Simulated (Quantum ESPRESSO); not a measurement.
Ge:

```xyz
2
Lattice="-2.4959 2.6509 1.4369 2.4959 -2.6509 1.4369 2.4959 2.6509 -1.4369" Properties=species:S:1:pos:R:3 pbc="T T T"
Ge    0.0000    1.3254    0.1841
Ge    2.4959    1.3254    1.2529
```

This isn't the form of Ge at room conditions, which is diamond.

```yaml
Program: Quantum ESPRESSO 7.5
Task: phonons
Functional: PBEsol
Potentials_or_basis: GBRV 1.5 PBEsol
Cutoff: 612 eV
Density_cutoff: 4898 eV
k_mesh: 9 × 9 × 9
Occupations: cold, width 0.2 eV
Spin: no spin polarisation
Mixing_beta: 0.5
Most_SCF_iterations: 120
SCF_threshold: 4e-10 Ry
```

The cell and the atoms were relaxed first, to 18.35 Å³/atom (a = 3.843 Å, b = 3.843 Å, c = 3.843 Å, α = 101.26°, β = 95.20°, γ = 135.58°), and the response was taken there.

Which optical modes does the crystal have at the zone centre, and which show in infrared and Raman spectra?

The optical modes are Ag + B3g + B2g. None is infrared active. Raman active: Ag + B3g + B2g.

Optical modes at Γ, degenerate ones joined:
```
cm⁻¹  components  symmetry  active in
  68           1        Ag      Raman
 177           1       B3g      Raman
 182           1       B2g      Raman
```
